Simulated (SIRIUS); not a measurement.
Runs of SIRIUS 7.10.0 on KF (Carobbiite). It takes space group Fm-3m (No. 225, cubic). The conventional cell has a = 5.344 Å, b = 5.344 Å, c = 5.344 Å, α = 90.00°, β = 90.00°, γ = 90.00°. Around K (site symmetry m-3m) lie 6 F at 2.67 Å. F (site symmetry m-3m) is surrounded by 6 K at 2.67 Å. 

```csv
task,level,potentials or basis,energy tol,density tol,mixer,mixing beta,max scf,gap on the mesh (eV),pressure (GPa),V0 of scaled cells (Å³/atom),B0 (GPa)
equation of state,PBE,PseudoDojo 0.4.1 PBE standard (scalar relativistic),-,-,-,-,-,-,-,19.86,29
single point,PBE,PseudoDojo 0.4.1 PBE standard (scalar relativistic),1e-08 Ha,1e-06,anderson,0.7,100,6.20,(b),-,-
equation of state,PBEsol,PseudoDojo 0.4.1 PBEsol standard (scalar relativistic),-,-,-,-,-,-,-,18.63,(a)
single point,PBEsol,PseudoDojo 0.4.1 PBEsol standard (scalar relativistic),1e-08 Ha,1e-06,anderson,0.7,100,6.06,(c),-,-
```

Alike in all rows: no spin polarisation; cell as given; k mesh 9 × 9 × 9; cutoff (eV) 1152; smearing fermi-dirac 0.05 eV.

**Question.** Fill in the values left out.

**Answer.** (a) 33; (b) 1.3; (c) -0.7.

Caveats: an odd mesh through Γ misses points on the zone boundary, where band edges often lie (some runs).

Not every run made on this cell is shown here.
